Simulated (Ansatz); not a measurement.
## MgS: a prediction, then the measurements

Level of theory: DFT PBE, scalar-relativistic, plane waves, PAW in Ansatz 0.2.0.

Cutoff 420 eV; k points 8×8×8 on the computed 2-atom cell (Γ-centred); Gaussian smearing, width 0.02 eV; no spin polarisation.

Relaxed structure:

```cif
data_structure
_symmetry_space_group_name_H-M 'P 1'
_symmetry_Int_Tables_number 1
_cell_length_a 3.6983
_cell_length_b 3.6983
_cell_length_c 3.6983
_cell_angle_alpha 60.000
_cell_angle_beta 60.000
_cell_angle_gamma 60.000
_cell_volume 35.77
loop_
_atom_site_label
_atom_site_type_symbol
_atom_site_fract_x
_atom_site_fract_y
_atom_site_fract_z
_atom_site_occupancy
Mg1 Mg 0.50000 0.50000 0.50000 1
S1 S 0.00000 0.00000 0.00000 1
```

| Item | Value |
| --- | --- |
| Space group | Fm-3m (No. 225) |
| Volume per atom | 17.88 Å³ |
| Formation energy from the elements' standard states (uncorrected) | -1.444 eV/atom |
| Kohn–Sham band gap | 2.76 eV |
| Orbital (Löwdin) character of the top 1 eV of the valence band | S 3p 97 % |
| Orbital (Löwdin) character of the lowest 1 eV of the conduction band | Mg 3s 74 %, unprojected 15 % |
| Bulk modulus | 74 GPa |
| Its pressure derivative | 4.1 |
| Bader charge by site (e) | Mg (1 in the cell) 1.67, S (1 in the cell) -1.67 |

**Against measurements.**

Against the measured lattice constant a of MgS, 5.2033 Å (a printed reference work (textbook)), the calculated 5.230 Å is off by +0.5 %. The calculation is for 0 K without zero-point motion.

The cell was reached from a generator's guess, though it ends in a space group that the Crystallography Open Database lists for this formula. Kohn–Sham gaps at this level usually fall short of measured ones. Löwdin shares on free-atom orbitals overweight diffuse shells in the empty bands.
